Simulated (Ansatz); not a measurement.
# Molecular dynamics of WS2

input.yaml

```yaml
crystal:
  lattice:
    - [-3.259941, -1.882128, 6.362286]
    - [3.259941, -1.882128, 6.362286]
    - [0.0, 3.764255, 6.362286]
  atoms:
    - { symbol: W, position: [0.0, 0.0, 0.0] }
    - { symbol: S, position: [0.2497, 0.2497, 0.2497] }
    - { symbol: S, position: [0.419, 0.419, 0.419] }
    - { symbol: W, position: [0.5, 0.5, 0.0] }
    - { symbol: S, position: [0.7497, 0.7497, 0.2497] }
    - { symbol: S, position: [0.919, 0.919, 0.419] }
    - { symbol: W, position: [0.5, 0.0, 0.5] }
    - { symbol: S, position: [0.7497, 0.2497, 0.7497] }
    - { symbol: S, position: [0.919, 0.419, 0.919] }
    - { symbol: W, position: [0.0, 0.5, 0.5] }
    - { symbol: S, position: [0.2497, 0.7497, 0.7497] }
    - { symbol: S, position: [0.419, 0.919, 0.919] }
basis:
  ecutwfc: 420.0
kpoints:
  mp_grid: { grid: [2, 2, 2] }
hamiltonian:
  xc: lda
scf:
  occupations: { method: fermi_dirac, width: 0.17 }
  lower_state_search: "off"
md:
  timestep: 3.0
  n_steps: 220
  ensemble: nvt_langevin
  temperature: 2000.0
  initial_velocities: maxwell_boltzmann
  seed: 599008
  friction: 0.02
```

Launched with:

```bash
$ ansatz run input.yaml --threads 1 --pin off --max-ram 3072MiB --backend cpu --events-out ev --progress --plain --runs-dir out
```

It starts from an unrelaxed structure (largest force component 2.00 eV/Å).

Output, in part (step lines):

```
md step     0: t =     0.00 fs  T =  1833.3 K  F+E_penalty+E_count = -47485.45435015 eV  E_kin = 2.843720 eV  (9 SCF iters)
md step     1: t =     3.00 fs  T =  1698.4 K  F+E_penalty+E_count = -47485.18045808 eV  E_kin = 2.634352 eV  (9 SCF iters)
md step     2: t =     6.00 fs  T =  1428.7 K  F+E_penalty+E_count = -47484.86939534 eV  E_kin = 2.216044 eV  (9 SCF iters)
md step     3: t =     9.00 fs  T =  1042.5 K  F+E_penalty+E_count = -47484.57026263 eV  E_kin = 1.616966 eV  (9 SCF iters)
md step     4: t =    12.00 fs  T =  1125.6 K  F+E_penalty+E_count = -47484.35539347 eV  E_kin = 1.745917 eV  (9 SCF iters)
md step     5: t =    15.00 fs  T =  1361.5 K  F+E_penalty+E_count = -47484.19976398 eV  E_kin = 2.111824 eV  (8 SCF iters)
md step     6: t =    18.00 fs  T =   952.7 K  F+E_penalty+E_count = -47484.06705278 eV  E_kin = 1.477808 eV  (8 SCF iters)
md step     7: t =    21.00 fs  T =  1237.0 K  F+E_penalty+E_count = -47484.03691155 eV  E_kin = 1.918710 eV  (9 SCF iters)
[... lines left out ...]
md step   219: t =   657.00 fs  T =  2632.1 K  F+E_penalty+E_count = -47483.03189443 eV  E_kin = 4.082719 eV  (8 SCF iters)
md step   220: t =   660.00 fs  T =  2120.3 K  F+E_penalty+E_count = -47482.86481701 eV  E_kin = 3.288810 eV  (10 SCF iters)
```

The steps, from the saved trajectory:

| time (fs) | T (K) | potential energy less start (eV) |
| --- | --- | --- |
| 0.0 | 1833 | 0.000 |
| 21.0 | 1237 | 1.417 |
| 42.0 | 1728 | 1.980 |
| 63.0 | 2119 | 1.141 |
| 84.0 | 1583 | 1.707 |
| 105.0 | 2604 | 1.743 |
| 126.0 | 1785 | 2.012 |
| 147.0 | 2222 | 2.517 |
| 168.0 | 1836 | 1.487 |
| 189.0 | 1653 | 1.422 |
| 210.0 | 1887 | 1.854 |
| 231.0 | 1727 | 1.888 |
| 252.0 | 1774 | 1.461 |
| 273.0 | 1496 | 2.169 |
| 294.0 | 1921 | 2.524 |
| 315.0 | 1731 | 3.269 |
| 336.0 | 2297 | 1.223 |
| 357.0 | 2560 | 1.864 |
| 378.0 | 2342 | 2.132 |
| 399.0 | 2028 | 3.044 |
| 420.0 | 2098 | 3.333 |
| 441.0 | 1734 | 3.278 |
| 462.0 | 2005 | 1.801 |
| 483.0 | 1457 | 1.560 |
| 504.0 | 1576 | 1.889 |
| 525.0 | 1250 | 1.586 |
| 546.0 | 1802 | 1.126 |
| 567.0 | 1754 | 2.226 |
| 588.0 | 2009 | 1.914 |
| 609.0 | 2218 | 2.244 |
| 630.0 | 2648 | 2.826 |
| 651.0 | 3082 | 2.332 |

The run went to its last step. A run of 0.66 ps of so small a system gives no equilibrium averages. Limits of this set-up: coarse k mesh.

Mean squared displacements from the first frame to the last, about the centre of mass: W 0.03 Å², S 0.08 Å².

Last frame:

```xyz
12
Lattice="-3.2599 -1.8821 6.3623 3.2599 -1.8821 6.3623 0.0000 3.7643 6.3623" Properties=species:S:1:pos:R:3
W -0.260 -0.530 -0.177
S 0.140 -0.310 4.691
S 0.047 -0.591 7.559
W -0.006 -2.349 6.037
S -0.086 -2.256 11.223
S -0.097 -2.326 14.091
W -1.734 0.457 5.931
S -1.434 0.556 10.736
S -1.691 0.562 13.932
W 1.586 0.614 6.259
S 1.623 0.393 10.721
S 1.244 0.299 13.986
```

The run took 21 min on 1 thread of Arm Neoverse V1, on a shared host, peak memory 0.53 GiB.
